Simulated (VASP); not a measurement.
# ZnO (zincite) (P6_3mc) in VASP: notebook, part 2 of 2

VASP 6.6.1. The steps go on from the part before.

## 4. Single point, PBE (grid = ENCUT=500 dk=0.45 cell=2x2x1 ISMEAR=0 SIGMA=0.05 LREAL=Auto EDIFF=1e-06)

Input file INCAR:

```
ALGO = Fast
EDIFF = 1E-6
ENCUT = 500
GGA = PE
ISIF = 2
ISMEAR = 0
LASPH = True
LCHARG = False
LREAL = Auto
LWAVE = False
NBANDS = 80
NELM = 120
PREC = Accurate
SIGMA = 0.05
```

Input file KPOINTS:

```
k-points
0
Gamma
  3 3 3
```

Input file POSCAR:

```
ZnO
1.0
    6.4986160000      0.0000000000      0.0000000000
   -3.2493080000      5.6279665454      0.0000000000
    0.0000000000      0.0000000000      5.2057090000
O Zn
8 8
Direct
    0.3333333334      0.1666666666      0.0000000000
    0.1666666666      0.3333333334      0.8790100000
    0.1666666666      0.8333333333      0.8790100000
    0.6666666666      0.3333333334      0.8790100000
    0.6666666666      0.8333333333      0.8790100000
    0.3333333334      0.6666666666      0.3790100000
    0.8333333333      0.1666666666      0.3790100000
    0.8333333333      0.6666666666      0.3790100000
    0.3333333334      0.6666666666      0.0000000000
    0.8333333333      0.1666666666      0.0000000000
    0.8333333333      0.6666666666      0.0000000000
    0.1666666666      0.3333333334      0.5000000000
    0.1666666666      0.8333333333      0.5000000000
    0.6666666666      0.3333333334      0.5000000000
    0.6666666666      0.8333333333      0.5000000000
    0.3333333334      0.1666666666      0.3790100000
```

Potentials or basis: VASP PAW PBE potentials, release 64 (O, Zn).

Run with:

```console
$ cat potpaw_PBE.64/O/POTCAR potpaw_PBE.64/Zn/POTCAR > POTCAR
$ mpirun -np 1 vasp_std > vasp.out
```

OUTCAR:

```text
EDIFF = 1E-6
   ENCUT = 500
   GGA = PE
   ISIF = 2
   ISMEAR = 0
   LASPH = True
   LREAL = Auto
   NELM = 120
   PREC = Accurate

 Found      7 irreducible k-points:

 Following reciprocal coordinates:
            Coordinates               Weight
  0.000000  0.000000  0.000000      1.000000
  0.333333 -0.000000  0.000000      6.000000
  0.333333  0.333333  0.000000      2.000000
  0.000000  0.000000  0.333333      2.000000
  0.333333 -0.000000  0.333333      6.000000
  0.000000  0.333333  0.333333      6.000000
   k-points           NKPTS =      7   k-points in BZ     NKDIM =      7   number of bands    NBANDS=     80
   number of dos      NEDOS =    301   number of ions     NIONS =     16
   total plane-waves  NPLWV =  92160
   dimension x,y,z NGX =    48 NGY =   48 NGZ =   40
   dimension x,y,z NGXF=    96 NGYF=   96 NGZF=   80
   ions per type =               8   8
   NGX,Y,Z   is equivalent  to a cutoff of  12.28, 12.28, 12.77 a.u.
   NGXF,Y,Z  is equivalent  to a cutoff of  24.56, 24.56, 25.55 a.u.
 SYSTEM =  unknown system
   PREC   = accura    normal or accurate (medium, high low for compatibility)
   ISTART =      0    job   : 0-new  1-cont  2-samecut
[... 58 lines left out ...]
 E-fermi :   2.4467     XC(G=0): -10.9668

 val. band max:        2.3453252284   @ k =   0.3333  -0.0000   0.0000
 cond. band min:       2.4551975187   @ k =   0.0000   0.0000   0.3333
 fundamental gap:      0.1098722903
 Fermi energy:         2.4467025596

 k-point     1 :       0.0000    0.0000    0.0000
  band No.  band energies     occupation
      1     -17.0987      2.00000
      2     -16.6111      2.00000
      3     -16.4609      2.00000
      4     -16.4609      2.00000
      5     -15.9622      2.00000
      6     -15.6789      2.00000
[... 487 lines left out ...]
     79       7.3889      0.00000
     80       8.0529      0.00000

 [... further k-points ...]
[... 5 lines left out ...]
  --------------------------------------------------------------------------------------
  -------------------------------------------------------------------------------------
  Total       23.7482598     23.7482598     11.6512800      0.0000000      0.0000000      0.0000000
  in kB      199.8435351    199.8435351     98.0464672      0.0000000      0.0000000      0.0000000
  external PRESSURE =     165.9111791 kB  Pullay stress =       0.0000000 kB

 VOLUME and BASIS-vectors are now :
 -----------------------------------------------------------------------------
  energy-cutoff  :      500.00
  volume of cell :      190.39
      direct lattice vectors                 reciprocal lattice vectors
     6.498616000  0.000000000  0.000000000     0.153878918  0.088842035  0.000000000
    -3.249308000  5.627966545  0.000000000     0.000000000  0.177684070  0.000000000
     0.000000000  0.000000000  5.205709000     0.000000000  0.000000000  0.192096792

 POSITION                                       TOTAL-FORCE (eV/Angst)
 -----------------------------------------------------------------------------------
      1.62465      0.93799      0.00000        -0.000000      0.000000      0.602932
     -0.00000      1.87599      4.57587        -1.402835      0.809927     -0.029095
     -1.62465      4.68997      4.57587        -0.000000     -1.619854     -0.029095
      3.24931      1.87599      4.57587         1.402835      0.809927     -0.029095
      1.62465      4.68997      4.57587        -0.000000      0.000000      0.144992
      0.00000      3.75198      1.97302        -0.079071     -0.045652      0.106511
[... 8 lines left out ...]
      1.62465      4.68997      2.60285        -0.000000      0.000000      0.231702
      1.62465      0.93799      1.97302        -0.000000      0.000000     -7.274198
 -----------------------------------------------------------------------------------
    total drift:                                0.000000     -0.000001      0.052357

  FREE ENERGIE OF THE ION-ELECTRON SYSTEM (eV)
  ---------------------------------------------------
  free  energy   TOTEN  =       -58.3066014057 eV

  energy  without entropy=      -58.2985475966  energy(sigma->0) =      -58.30257450
```

stdout:

```text
POSCAR found type information on POSCAR O Zn
 POSCAR found :  2 types and      16 ions
 scaLAPACK will be used
 LDA part: xc-table for (Slater+PW92), standard interpolation
 POSCAR, INCAR and KPOINTS ok, starting setup
 FFT: planning ... GRIDC
 FFT: planning ... GRID_SOFT
 FFT: planning ... GRID
 WAVECAR not read
 entering main loop
```

It took 2.1 min on 1 thread of Intel Xeon 6975P-C (Granite Rapids), shared host; peak memory 0.32 GiB.

These settings aren't checked as converged: the numbers below hold their error.

Results:

```
Free energy            : -58.3066 eV
Pressure               : 16.6 GPa
Largest force          : 7.274 eV/Å
Band gap on the k mesh : none (metal or under the smearing width)
```

Caveat: the k mesh is coarse (spacing up to 0.40 Å⁻¹), so the values aren't converged.

## 5. Single point, PBE (grid = ENCUT=600 dk=0.45 cell=2x2x1 ISMEAR=0 SIGMA=0.05 LREAL=Auto EDIFF=1e-06)

Edit INCAR of step 4 so:

```diff
@@ -2,3 +2,3 @@
 EDIFF = 1E-6
-ENCUT = 500
+ENCUT = 600
 GGA = PE
```

KPOINTS is that of step 4.

POSCAR is that of step 4.

Run with:

```console
$ cat potpaw_PBE.64/O/POTCAR potpaw_PBE.64/Zn/POTCAR > POTCAR
$ mpirun -np 1 vasp_std > vasp.out
```

Wall time 3.4 min (1 thread of Intel Xeon 6975P-C (Granite Rapids), shared host); peak memory 0.38 GiB.

The run converged, but some of its settings lie outside the range that counts as converged, so its numbers aren't taken as properties of the crystal.

What came out:

```
Free energy            : -58.3152 eV
Pressure               : 16.5 GPa
Largest force          : 7.279 eV/Å
Band gap on the k mesh : none (metal or under the smearing width)
```

Caveat: the k mesh is coarse (spacing up to 0.40 Å⁻¹), so the values aren't converged.
